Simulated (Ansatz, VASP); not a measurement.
# GaAs: VASP beside Ansatz

File POSCAR:

```
GaAs
1.0
    0.0000000000      2.8640496607      2.8640496607
    2.8640496607      0.0000000000      2.8640496607
    2.8640496607      2.8640496607      0.0000000000
As Ga
1 1
Direct
    0.7500000000      0.7500000000      0.7500000000
    0.0000000000      0.0000000000      0.0000000000
```

INCAR.step1

```
PREC = Accurate
ENCUT = 520
ISMEAR = 0
SIGMA = 0.01
LREAL = F
LASPH = T
NELM = 60
NBANDS = 16
GGA = PE
ALGO = Normal
EDIFF = 1E-4
LWAVE = T
LCHARG = F
```

INCAR.step2

```
PREC = Accurate
ENCUT = 520
EDIFF = 1E-7
ISMEAR = 0
SIGMA = 0.01
LREAL = F
LASPH = T
NELM = 60
ALGO = Normal
ISIF = 2
LWAVE = F
LCHARG = F
METAGGA = R2SCAN
LMIXTAU = T
LUSE_VDW = T
IVDW_NL = 2
BPARAM = 11.95
CPARAM = 0.0093
NBANDS = 16
ISTART = 1
```

The input KPOINTS:

```
Automatic mesh
0
Gamma
  8 8 8
```

File input.yaml:

```yaml
crystal:
  lattice:
    - [0.0, 2.8640496607, 2.8640496607]
    - [2.8640496607, 0.0, 2.8640496607]
    - [2.8640496607, 2.8640496607, 0.0]
  atoms:
    - { symbol: As, position: [0.75, 0.75, 0.75] }
    - { symbol: Ga, position: [0.0, 0.0, 0.0] }
hamiltonian:
  xc: r2scan
  pseudopotentials: { kind: paw }
  dispersion: rvv10
kpoints:
  mp_grid: { grid: [8, 8, 8] }
scf:
  occupations: { method: fixed }
output:
  forces: true
  stress: true
  eigenvalues: true
  write_density: true
  write_potential: true
  elf: true
  volumetric_format: npy
```

Change from the starting cell: volume scaled by 1.04.

Alike in both runs: functional r2SCAN; dispersion rVV10; k mesh 8 × 8 × 8; no spin polarisation.

```csv
,VASP,Ansatz
version,VASP 6.6.1,Ansatz 0.2.0
potentials or method,"VASP PAW PBE potentials, release 64 (As, Ga_d)",Ansatz PAW
plane-wave cutoff (eV),520,500
occupations,"gaussian, width 0.01 eV",fixed
valence electrons in the cell,18,28
task,single point,electrostatic potential
```

```csv
,VASP,Ansatz,Ansatz less VASP
gap on the k mesh at the Fermi level (eV),0.67,0.69,+0.017
least direct gap on the mesh (eV),0.67,0.69,+0.017
pressure (GPa),-2.8,-2.9,-0.17
```

The two sets of potentials don't hold the same shells in valence.

Caveats: the PAW data sets were made with another functional, which shifts forces and pressure a little (VASP); the PAW data sets come from PBE, with cores solved anew for the run's functional, which leaves a small shift of forces and pressure (Ansatz).
